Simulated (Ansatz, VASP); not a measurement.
## MgO: VASP beside Ansatz

File INCAR:

```
SYSTEM = MgO
  PREC = Accurate
  ENCUT = 520
  EDIFF = 1E-7
  ISMEAR = 0
  SIGMA = 0.05
  LREAL = .False.
  LASPH = .True.
  NELM = 100
  ALGO = Normal
  ISIF = 2
  LWAVE = .False.
  LCHARG = .False.
  GGA = PS
  NBANDS = 16
```

KPOINTS

```
regular mesh
0
Gamma
  9 9 6
  0 0 0
```

The input POSCAR:

```
MgO
1.0
    3.4947663863      0.0000000000      0.0000000000
   -1.7473831932      3.0265564708      0.0000000000
    0.0000000000      0.0000000000      4.1947132299
Mg O
2 2
Direct
    0.6666666667      0.3333333333      0.7500000000
    0.3333333333      0.6666666667      0.2500000000
    0.6666666667      0.3333333333      0.2500000000
    0.3333333333      0.6666666667      0.7500000000
```

Input for Ansatz:

```yaml
crystal:
  lattice:
    - [3.4947663863, 0.0, 0.0]
    - [-1.7473831932, 3.0265564708, 0.0]
    - [0.0, 0.0, 4.1947132299]
  atoms:
    - { symbol: Mg, position: [0.6666666667, 0.3333333333, 0.75] }
    - { symbol: Mg, position: [0.3333333333, 0.6666666667, 0.25] }
    - { symbol: O, position: [0.6666666667, 0.3333333333, 0.25] }
    - { symbol: O, position: [0.3333333333, 0.6666666667, 0.75] }
basis:
  ecutwfc: 520.0
kpoints:
  mp_grid: { grid: [9, 9, 6] }
hamiltonian:
  xc: pbesol
  pseudopotentials: { kind: paw, azcp: { folder: soft_1 } }
scf:
  occupations: { method: gaussian, width: 0.05 }
output:
  forces: true
  stress: true
  eigenvalues: true
```

Measurements of this composition are mostly on another form, of space group No. 225.

Alike in both runs: task single point; functional PBEsol; k mesh 9 × 9 × 6; occupations gaussian, width 0.05 eV; no spin polarisation.

```csv
,VASP,Ansatz
version,VASP 6.6.1,Ansatz 0.2.0
potentials or method,"VASP PAW PBE potentials, release 64 (Mg, O)","scalar-relativistic, plane waves, PAW"
plane-wave cutoff (eV),520,520
valence electrons in the cell,16,32
```

VASP gave:

- gap on the k mesh at the Fermi level (eV): 3.27
- least direct gap on the mesh (eV): 3.27
- pressure (GPa): -0.4
- largest component of the traceless stress (GPa): 0.05

Question: What did Ansatz give for the same quantities?

Answer: gap on the k mesh at the Fermi level (eV): 3.28; least direct gap on the mesh (eV): 3.28; pressure (GPa): 0.0; largest component of the traceless stress (GPa): 0.03.

With one functional, cell and mesh, what is left measures potentials, basis and numerics. The two sets of potentials don't hold the same shells in valence. Ansatz warned: «pseudo_functional_mismatch».

Caveats: the PAW data sets were made with another functional, which shifts forces and pressure a little (VASP). A hybrid or GW would open this gap; PBEsol tends to underestimate it.
